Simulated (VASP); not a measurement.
# Ga2O3 (C2/m) in VASP: settings compared, part 2 of 2

VASP 6.6.1.

## (3) Relaxation of cell and atoms, PBE

Input file INCAR:

```
PREC     = Accurate       # precision mode
ENCUT    = 600            # plane-wave cutoff, eV
EDIFF    = 1E-6           # SCF threshold, eV
ISMEAR   = -1             # smearing method
SIGMA    = 0.05           # smearing width, eV
LREAL    = F              # projectors in reciprocal space
LASPH    = T              # aspherical terms in the spheres
NELM     = 80             # most SCF steps
ALGO     = Normal         # electronic algorithm
ISIF     = 3              # what is computed and relaxed
LWAVE    = F              # write WAVECAR
LCHARG   = F              # write CHGCAR
GGA      = PE             # functional
IBRION   = 2              # ionic algorithm
NSW      = 60             # ionic steps
EDIFFG   = -0.01          # ionic threshold
```

Input file KPOINTS:

```
Automatic mesh
0
Gamma
  7 7 4
```

Input file POSCAR:

```
Ga2O3
1.0
    6.1070000000     -1.5185500000      0.0000000000
    6.1070000000      1.5185500000      0.0000000000
   -1.3859888959      0.0000000000      5.6300087380
Ga O
4 6
Direct
    0.3413400000      0.3413400000      0.6859800000
    0.6586600000      0.6586600000      0.3140200000
    0.9095000000      0.9095000000      0.2054000000
    0.0905000000      0.0905000000      0.7946000000
    0.5041000000      0.5041000000      0.7434000000
    0.4959000000      0.4959000000      0.2566000000
    0.8267000000      0.8267000000      0.4368000000
    0.1733000000      0.1733000000      0.5632000000
    0.8355000000      0.8355000000      0.8902000000
    0.1645000000      0.1645000000      0.1098000000
```

Potentials or basis: VASP PAW PBE potentials, release 64 (Ga_d, O).

Started as:

```
cat potpaw_PBE.64/Ga_d/POTCAR potpaw_PBE.64/O/POTCAR > POTCAR
mpirun -np 1 vasp_std > vasp.out
```

OUTCAR:

```text
PREC = Accurate
   ENCUT = 600
   EDIFF = 1E-6
   ISMEAR = -1
   LREAL = F
   LASPH = T
   NELM = 80
   ISIF = 3
   GGA = PE
   IBRION = 2
   NSW = 60
   EDIFFG = -0.01

 ion  position               nearest neighbor table
   1  0.341  0.341  0.686-   5 1.94   9 1.94   9 1.94   8 2.01   7 2.07   7 2.07
   2  0.659  0.659  0.314-   6 1.94  10 1.94  10 1.94   7 2.01   8 2.07   8 2.07
   3  0.910  0.910  0.205-   6 1.83   6 1.83   9 1.83   7 1.86
   4  0.090  0.090  0.795-   5 1.83   5 1.83  10 1.83   8 1.86
   5  0.504  0.504  0.743-   4 1.83   4 1.83   1 1.94
   6  0.496  0.496  0.257-   3 1.83   3 1.83   2 1.94
   7  0.827  0.827  0.437-   3 1.86   2 2.01   1 2.07   1 2.07
   8  0.173  0.173  0.563-   4 1.86   1 2.01   2 2.07   2 2.07
   9  0.836  0.836  0.890-   3 1.83   1 1.94   1 1.94
  10  0.164  0.164  0.110-   4 1.83   2 1.94   2 1.94

  LATTYP: Found a base centered monoclinic cell.
 ALAT       =    12.2140000000
 B/A-ratio  =     0.2486572785
 C/A-ratio  =     0.4747093499
 COS(beta)  =    -0.2390419096

  Lattice vectors:

 A1 = (   6.1070000000,  -1.5185500000,   0.0000000000)
 A2 = (   6.1070000000,   1.5185500000,   0.0000000000)
 A3 = (  -1.3859888959,   0.0000000000,   5.6300087380)

Analysis of symmetry for initial positions (statically):
=====================================================================
 Subroutine PRICEL returns:
 Original cell was already a primitive cell.

 Routine SETGRP: Setting up the symmetry group for a
 base centered monoclinic supercell.

 Subroutine GETGRP returns: Found  4 space group operations
 (whereof  4 operations were pure point group operations)
 out of a pool of  4 trial point group operations.

The static configuration has the point symmetry C_2h.

Analysis of symmetry for dynamics (positions and initial velocities):
=====================================================================
 Subroutine PRICEL returns:
 Original cell was already a primitive cell.

 Routine SETGRP: Setting up the symmetry group for a
 base centered monoclinic supercell.

 Subroutine GETGRP returns: Found  4 space group operations
 (whereof  4 operations were pure point group operations)
 out of a pool of  4 trial point group operations.

The dynamic configuration has the point symmetry C_2h.

 Subroutine INISYM returns: Found  4 space group operations
 (whereof  4 operations are pure point group operations),
 and found     1 'primitive' translations

----------------------------------------------------------------------------------------

                                     Primitive cell

  volume of cell :     104.4230

  direct lattice vectors                    reciprocal lattice vectors
     6.107000000 -1.518550000  0.000000000     0.081873260 -0.329261467  0.020155462
     6.107000000  1.518550000  0.000000000     0.081873260  0.329261467  0.020155462
    -1.385988896  0.000000000  5.630008738     0.000000000  0.000000000  0.177619618

  length of vectors
     6.292967750  6.292967750  5.798100000     0.339886138  0.339886138  0.177619618

  position of ions in fractional coordinates (direct lattice)
     0.341340000  0.341340000  0.685980000
     0.658660000  0.658660000  0.314020000
     0.909500000  0.909500000  0.205400000
     0.090500000  0.090500000  0.794600000
     0.504100000  0.504100000  0.743400000
     0.495900000  0.495900000  0.256600000
     0.826700000  0.826700000  0.436800000
     0.173300000  0.173300000  0.563200000
[... 85 lines left out ...]
   ENCUT  =  600.0 eV  44.10 Ry    6.64 a.u.  12.57 12.57 11.58*2*pi/ulx,y,z
   NELM   =     80;   NELMIN=  2; NELMDL= -5     # of ELM steps
   EDIFF  = 0.1E-05   stopping-criterion for ELM
   LREAL  =      F    real-space projection
   EDIFFG = -.1E-01   stopping-criterion for IOM
   NSW    =     60    number of steps for IOM
   IBRION =      2    ionic relax: 0-MD 1-quasi-New 2-CG
   NFREE  =      1    steps in history (QN), initial steepest desc. (CG)
   ISIF   =      3    stress and relaxation
   ISYM   =      2    0-nonsym 1-usesym 2-fastsym
   POTIM  = 0.5000    time-step for ionic-motion
   TEBEG  =    0.0;   TEEND  =   0.0 temperature during run
   PSTRESS=    0.0 pullay stress
   NELECT =      88.0000    total number of electrons
   NUPDOWN=      -1.0000    fix difference up-down
   EMIN   =  10.00;   EMAX   =-10.00  energy-range for DOS
   EFERMI =   0.00;   METHOD = LEGACY
   ISMEAR =    -1;   SIGMA  =   0.05  broadening in eV -4-tet -1-fermi 0-gaus
   EFERMI_NEDOS =   21; number of points for ismear=-14 and -15
   IALGO  =     38    algorithm
   IMIX   =      4    mixing-type and parameters
     AMIX     =   0.40;   BMIX     =  1.00
     AMIX_MAG =   1.60;   BMIX_MAG =  1.00
  volume/ion in A,a.u.               =      10.44        70.47
  Fermi-wavevector in a.u.,A,eV,Ry     =   1.546335  2.922150 32.533613  2.391153
  Thomas-Fermi vector in A             =   2.651586
   LORBIT       =      0    0 simple, 1 ext, 2 COOP (PROOUT), +10 PAW based schemes
   GGA     = PE    functional components
   LHFCALC =     F    Hartree Fock is set to
   AEXX    =    0.0000 exact exchange contribution
   IVDW    =     0    specifies the selected vdW correction
   LEPSILON=     F    determine dielectric tensor
   LRPA    =     F    only Hartree local field effects (RPA)
 conjugate gradient relaxation of ions
 non-spin polarized calculation
  energy-cutoff  :      600.00
  volume of cell :      104.42
 maximum number of plane-waves:      3516
 NGX is ok and might be reduce to    50
   NGX = 25   NGY = 25   NGZ = 23

--------------------------------------- Ionic step        1  -------------------------------------------

 number of electron      88.0000002 magnetization

 Free energy of the ion-electron system (eV)
  ---------------------------------------------------
  ext. energy  EPLUGINS =         0.00000000
  ---------------------------------------------------
  free energy    TOTEN  =       -59.52073380 eV

  energy without entropy =      -59.52073380  energy(sigma->0) =      -59.52073380

------------------------ aborting loop because EDIFF is reached ----------------------------------------

  FORCE on cell =-STRESS in cart. coord.  units (eV):
  Direction    XX          YY          ZZ          XY          YZ          ZX
  --------------------------------------------------------------------------------------
  -------------------------------------------------------------------------------------
  Total        6.3124650      6.9732414      6.1316481      0.0000000      0.0000000      0.1105822
  in kB       96.8530902    106.9914813     94.0787895      0.0000000      0.0000000      1.6966786
  external PRESSURE =      99.3077870 kB  Pullay stress =       0.0000000 kB
[... 113 lines left out ...]
  FREE ENERGIE OF THE ION-ELECTRON SYSTEM (eV)
  ---------------------------------------------------
  free  energy   TOTEN  =       -59.6770618338 eV

  energy  without entropy=      -59.6770618335  energy(sigma->0) =      -59.67706183

[... ionic steps 4 to 20 ...]

--------------------------------------- Ionic step       21  -------------------------------------------

 number of electron      88.0000002 magnetization

------------------------ aborting loop because EDIFF is reached ----------------------------------------
[... 83 lines left out ...]
--------------------------------------- Ionic step       23  -------------------------------------------

 number of electron      88.0000002 magnetization

 Free energy of the ion-electron system (eV)
  ---------------------------------------------------
  ext. energy  EPLUGINS =         0.00000000
  ---------------------------------------------------
  free energy    TOTEN  =       -59.68063382 eV

  energy without entropy =      -59.68063382  energy(sigma->0) =      -59.68063382

 E-fermi :   4.4718     XC(G=0): -11.3633

 val. band max:        3.4106369705   @ k =  -0.4286   0.4286   0.5000
 cond. band min:       5.3932952292   @ k =   0.0000   0.0000   0.0000
 fundamental gap:      1.9826582587
 Fermi energy:         4.4718048657

 k-point     1 :       0.0000    0.0000    0.0000
  band No.  band energies     occupation
      1     -15.1897      2.00000
      2     -14.1379      2.00000
      3     -14.1066      2.00000
      4     -14.0033      2.00000
      5     -13.5640      2.00000
      6     -13.5594      2.00000
[... 1309 lines left out ...]
     51      12.3890      0.00000
     52      12.8659      0.00000

 [... further k-points ...]

------------------------ aborting loop because EDIFF is reached ----------------------------------------

  FORCE on cell =-STRESS in cart. coord.  units (eV):
  Direction    XX          YY          ZZ          XY          YZ          ZX
  --------------------------------------------------------------------------------------
  -------------------------------------------------------------------------------------
  Total       -0.0121115     -0.0344686     -0.0289450      0.0000000      0.0000000      0.0087299
  in kB       -0.1766086     -0.5026163     -0.4220725      0.0000000      0.0000000      0.1272987
  external PRESSURE =      -0.3670991 kB  Pullay stress =       0.0000000 kB
[... 25 lines left out ...]
  FREE ENERGIE OF THE ION-ELECTRON SYSTEM (eV)
  ---------------------------------------------------
  free  energy   TOTEN  =       -59.6806338186 eV

  energy  without entropy=      -59.6806338183  energy(sigma->0) =      -59.68063382

 reached required accuracy - stopping structural energy minimisation
```

Run time: 80 min. Hardware: 1 thread of AMD EPYC 9R14 (Zen 4), shared host; peak memory 0.52 GiB.

What came out:

| Quantity | Value |
| --- | --- |
| Free energy | -59.6806 eV |
| Relaxed volume | 10.99 Å³/atom |
| Relaxed cell | a = 6.417 Å, b = 6.417 Å, c = 5.883 Å, α = 103.29°, β = 103.29°, γ = 27.83° |
| Space group after relaxing (to 0.05 Å) | C2/m (No. 12) |
| Energy gained by relaxing | 16.0 meV/atom |
| Ionic steps | 23 |
| Pressure after relaxing | 0.0 GPa |
| Largest force after relaxing | 0.008 eV/Å |
| Band gap on the k mesh | 1.98 eV, indirect (least direct gap 2.00 eV) |

Forces in eV/Å, atoms in the order of the input:
```
Ga   0.002  0.000  0.001
Ga  -0.002  0.000 -0.001
Ga   0.004  0.000  0.003
Ga  -0.004  0.000 -0.003
O    0.003  0.000  0.003
O   -0.003  0.000 -0.003
O   -0.005  0.000 -0.002
O    0.005  0.000  0.002
O    0.006  0.000  0.005
O   -0.006  0.000 -0.005
```

The path:
```tsv
step	energy change (eV)	largest force (eV/Å)	pressure (GPa)	volume (Å³)
1	0.0000	0.2443	9.93	104.42
2	-0.0374	0.3991	-7.10	114.51
3	-0.1563	0.1602	0.06	109.62
4	-0.1563	0.1543	0.25	109.51
5	-0.1585	0.0690	0.13	109.70
6	-0.1586	0.0509	0.16	109.67
7	-0.1592	0.0378	-0.14	109.85
8	-0.1592	0.0374	-0.16	109.86
9	-0.1595	0.0224	0.06	109.79
10	-0.1595	0.0236	0.19	109.74
11	-0.1597	0.0197	0.02	109.83
12	-0.1597	0.0201	0.04	109.83
13	-0.1598	0.0173	-0.05	109.87
14	-0.1598	0.0158	-0.05	109.88
15	-0.1598	0.0164	-0.11	109.90
16	-0.1598	0.0170	0.04	109.88
17	-0.1598	0.0174	0.00	109.87
18	-0.1598	0.0176	0.05	109.86
19	-0.1599	0.0131	-0.02	109.87
20	-0.1599	0.0139	-0.05	109.88
21	-0.1599	0.0139	0.05	109.87
22	-0.1599	0.0141	0.04	109.86
23	-0.1599	0.0077	-0.04	109.87
```

Final structure:
```yaml
crystal:
  lattice:
    - [6.22829, -1.54334, 0.01102]
    - [6.22829, 1.54334, 0.01102]
    - [-1.40336, 0.00000, 5.71279]
  atoms:
    - { symbol: Ga, position: [0.34154, 0.34154, 0.68600] }
    - { symbol: Ga, position: [0.65846, 0.65846, 0.31400] }
    - { symbol: Ga, position: [0.90992, 0.90992, 0.20512] }
    - { symbol: Ga, position: [0.09008, 0.09008, 0.79488] }
    - { symbol: O, position: [0.50408, 0.50408, 0.74359] }
    - { symbol: O, position: [0.49592, 0.49592, 0.25641] }
    - { symbol: O, position: [0.82645, 0.82645, 0.43601] }
    - { symbol: O, position: [0.17355, 0.17355, 0.56399] }
    - { symbol: O, position: [0.83612, 0.83612, 0.89086] }
    - { symbol: O, position: [0.16388, 0.16388, 0.10914] }
```

Caveat: an odd mesh through Γ misses points on the zone boundary, where band edges often lie. PBE usually gives volumes a little too large and moduli too small.

## (4) Single point, PBE

Input file INCAR:

```
SYSTEM = Ga2O3
  PREC = Accurate
  ENCUT = 520
  EDIFF = 1E-6
  ISMEAR = 0
  SIGMA = 0.014
  LREAL = .FALSE.
  LASPH = .TRUE.
  NELM = 80
  ALGO = Fast
  ISIF = 2
  LWAVE = .FALSE.
  LCHARG = .TRUE.
  GGA = PE
  LELF = .TRUE.
  LVHAR = .TRUE.
```

Input file KPOINTS:

```
regular mesh
0
G
  9 9 5
  0 0 0
```

POSCAR is that of step 3.

Started as:

```
cat potpaw_PBE.64/Ga_d/POTCAR potpaw_PBE.64/O/POTCAR > POTCAR
mpirun -np 1 vasp_std > vasp.out
```

It took 24 min on 1 thread of Intel Xeon Platinum 8375C at 2.90GHz (Ice Lake), shared host; peak memory 0.63 GiB.

The run converged. Its results:

- Free energy: -59.5044 eV
- Pressure: 10.2 GPa
- Largest force: 0.245 eV/Å
- Band gap on the k mesh: 2.42 eV, indirect (least direct gap 2.44 eV)

Forces in eV/Å, atoms in the order of the input:
```
Ga   0.033  0.000 -0.059
Ga  -0.033  0.000  0.059
Ga  -0.109  0.000 -0.069
Ga   0.109  0.000  0.069
O   -0.164  0.000 -0.057
O    0.164  0.000  0.057
O    0.032  0.000  0.049
O   -0.032  0.000 -0.049
O   -0.223  0.000  0.100
O    0.223  0.000 -0.100
```

Stress tensor (GPa, compression positive):
```
 9.95  0.00  0.17
 0.00 10.97  0.00
 0.17  0.00  9.68
```

Levels at points of the mesh, in eV from the valence-band top:
```
           k point  band 42  band 43  band 44  band 45  band 46  band 47
(0.00, 0.00, 0.00)    -0.47    -0.28    -0.02     2.42     5.73     6.76
```

Caveat: an odd mesh through Γ misses points on the zone boundary, where band edges often lie.

## (5) Relaxation of cell and atoms, PBEsol+D4

Input file INCAR:

```
PREC = Accurate ; ENCUT = 600
EDIFF = 1E-7 ; ISMEAR = -1
SIGMA = 0.05 ; LREAL = False
LASPH = True ; NELM = 60
ALGO = Normal ; ISIF = 3
LWAVE = False ; LCHARG = False
GGA = PS ; IVDW = 13
IBRION = 2 ; NSW = 60
EDIFFG = -0.01
```

Input file KPOINTS:

```
regular mesh
0
Gamma
  7 7 4
```

POSCAR is that of step 4.

Started as:

```
cat potpaw_PBE.64/Ga_d/POTCAR potpaw_PBE.64/O/POTCAR > POTCAR
mpirun -np 1 vasp_std > vasp.out
```

Wall time 88 min (1 thread of Intel Xeon Platinum 8375C at 2.90GHz (Ice Lake), shared host); peak memory 0.56 GiB.

The run converged. Its results:

```
Free energy                            : -65.6909 eV
Relaxed volume                         : 10.40 Å³/atom
Relaxed cell                           : a = 6.281 Å, b = 6.281 Å, c = 5.786 Å, α = 103.29°, β = 103.29°, γ = 27.97°
Space group after relaxing (to 0.05 Å) : C2/m (No. 12)
Energy gained by relaxing              : 0.5 meV/atom
Ionic steps                            : 15
Pressure after relaxing                : 0.0 GPa
Largest force after relaxing           : 0.005 eV/Å
Band gap on the k mesh                 : 2.35 eV, indirect (least direct gap 2.37 eV)
Dispersion energy per atom             : -0.180 eV
```

Forces in eV/Å, atoms in the order of the input:
```
Ga   0.001  0.000 -0.004
Ga  -0.001  0.000  0.004
Ga  -0.005  0.000  0.002
Ga   0.005  0.000 -0.002
O    0.003  0.000 -0.001
O   -0.003  0.000  0.001
O    0.002  0.000  0.002
O   -0.002  0.000 -0.002
O   -0.004  0.000 -0.002
O    0.004  0.000  0.002
```

Step by step:
```
step  energy change (eV)  largest force (eV/Å)  pressure (GPa)  volume (Å³)
   1              0.0000                0.1102           -0.13       104.42
   2             -0.0015                0.1235           -0.07       104.29
   3             -0.0016                0.1062           -0.08       104.32
   4             -0.0027                0.0595            0.03       104.20
   5             -0.0028                0.0670            0.10       104.14
   6             -0.0036                0.0462            0.02       104.12
   7             -0.0039                0.0378           -0.04       104.12
   8             -0.0039                0.0422           -0.05       104.11
   9             -0.0042                0.0357            0.04       104.06
  10             -0.0043                0.0341            0.06       104.04
  11             -0.0045                0.0220           -0.02       104.05
  12             -0.0045                0.0224           -0.05       104.06
  13             -0.0046                0.0137            0.02       104.02
  14             -0.0046                0.0115            0.00       104.02
  15             -0.0046                0.0053            0.02       104.01
```

Final structure:
```cif
data_structure
_symmetry_space_group_name_H-M 'P 1'
_symmetry_Int_Tables_number 1
_cell_length_a 6.2810
_cell_length_b 6.2810
_cell_length_c 5.7863
_cell_angle_alpha 103.287
_cell_angle_beta 103.287
_cell_angle_gamma 27.969
_cell_volume 104.01
loop_
_atom_site_label
_atom_site_type_symbol
_atom_site_fract_x
_atom_site_fract_y
_atom_site_fract_z
_atom_site_occupancy
Ga1 Ga 0.34096 0.34096 0.68629 1
Ga2 Ga 0.65904 0.65904 0.31371 1
Ga3 Ga 0.90917 0.90917 0.20440 1
Ga4 Ga 0.09083 0.09083 0.79560 1
O1 O 0.50361 0.50361 0.74519 1
O2 O 0.49639 0.49639 0.25481 1
O3 O 0.82729 0.82729 0.43842 1
O4 O 0.17271 0.17271 0.56158 1
O5 O 0.83306 0.83306 0.89089 1
O6 O 0.16694 0.16694 0.10911 1
```

Levels at points of the mesh, in eV from the valence-band top:
| k point | band 40 | band 41 | band 42 | band 43 | band 44 | band 45 | band 46 | band 47 | band 48 | band 49 |
| --- | --- | --- | --- | --- | --- | --- | --- | --- | --- | --- |
| (0.00, 0.00, 0.00) | -0.69 | -0.68 | -0.50 | -0.29 | -0.02 | 2.35 | 5.64 | 6.61 | 6.72 | 7.66 |
| (0.00, 0.00, 0.50) | -1.42 | -0.72 | -0.65 | -0.49 | -0.30 | 4.74 | 4.85 | 6.71 | 7.14 | 7.65 |

Caveat: the PAW data sets were made with another functional, which shifts forces and pressure a little; an odd mesh through Γ misses points on the zone boundary, where band edges often lie. A hybrid or GW would open this gap; PBEsol tends to underestimate it.

## (6) Overview

```tsv
task	level	cell	k mesh	cutoff (eV)	smearing	gap on the mesh (eV)	pressure (GPa)	relaxed volume (Å³/atom)	largest force (eV/Å)
single point	PBE	as given	9 × 9 × 5	520	gaussian 0.011 eV	2.42	10.2	-	0.24
relaxation of cell and atoms	PBE	relaxed	7 × 7 × 4	600	fermi-dirac 0.05 eV	1.98	0.0	10.99	0.01
single point	PBE	as given	9 × 9 × 5	520	gaussian 0.014 eV	2.42	10.2	-	0.24
relaxation of cell and atoms	PBEsol+D4	relaxed	7 × 7 × 4	600	fermi-dirac 0.05 eV	2.35	0.0	10.40	0.01
```

Alike in all rows: potentials or basis VASP PAW PBE potentials, release 64 (Ga_d, O); no spin polarisation.

Caveats: an odd mesh through Γ misses points on the zone boundary, where band edges often lie; the PAW data sets were made with another functional, which shifts forces and pressure a little (some runs).

Absolute energies hang on the potentials; compare differences alone.
